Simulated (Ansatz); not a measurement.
**SnO₂: moving Sn off its site**

SnO₂, P4_2/mnm, a = 4.760 Å, c = 3.201 Å. Ansatz: r2SCAN, PAW, 500 eV, Γ-centred 6×6×8 mesh on 6 atoms, Gaussian smearing 0.05 eV; no spin polarisation.

```xyz
6
Lattice="4.7602 0.0000 0.0000 0.0000 4.7602 0.0000 0.0000 0.0000 3.2006" Properties=species:S:1:pos:R:3 pbc="T T T"
Sn    0.0000    0.0000    0.0000
Sn    2.3801    2.3801    1.6003
O     1.4561    1.4561    0.0000
O     0.9240    3.8362    1.6003
O     3.3041    3.3041    0.0000
O     3.8362    0.9240    1.6003
```

Atom 1 (Sn) moves by x along the unit vector (0.000, 0.000, -1.000), with its periodic images; all else is held. y is the free energy of the cell over the start, F the force along the path summed over the moved atoms. Symmetry makes y even in x.

| x (Å) | y (meV) | F (eV/Å) |
| --- | --- | --- |
| -0.1000 | 100.0 | 2.02 |
| -0.0500 | 24.8 | 0.99 |
| 0.0000 | 0.0 | 0.00 |
| 0.0125 | ? | ? |
| 0.0250 | 6.2 | -0.50 |
| 0.0375 | 13.9 | -0.74 |
| 0.0625 | 38.8 | -1.25 |
| 0.0750 | 56.0 | -1.50 |
| 0.0875 | 76.4 | -1.76 |

Fit y = c2 x² + c4 x⁴ to the energies of the other rows, give the force constant, and predict energy and force of the missing row.

Least squares on the rows shown. y = 9893 x² + 10800 x⁴. The force constant is 2 c2 = 19.8 eV/Å² (for all images moving together, not for a lone atom). The force −dy/dx at the missing row is -0.25 eV/Å (computed -0.25). At x = 0.0125 the fit asked for gives 1.5 meV. The run gave 1.5 meV, the same to the digits shown.

The energy rises on both sides of the lattice site and the force always points back, so Sn sits in a single, nearly harmonic well along c over the sampled range. The restoring force probably comes mainly from the Sn–O bonds inclined to c: the shift shortens some and lengthens others, while those perpendicular to c change length only at second order. The small positive quartic term suggests that short-range repulsion on the compressed side slightly outweighs the softening of the stretched bonds, the odd terms cancelling by symmetry.

The absence of an off-centre minimum fits the chemistry of Sn(IV). Its filled d shell offers no empty d states for the off-centring familiar from d⁰ titanates, and it lacks the s² lone pair that favours lopsided coordination in Sn(II). Because the other Sn and the oxygens stay fixed, the curvature mixes different zone-centre vibrations and can't be converted directly into the frequency of one phonon.
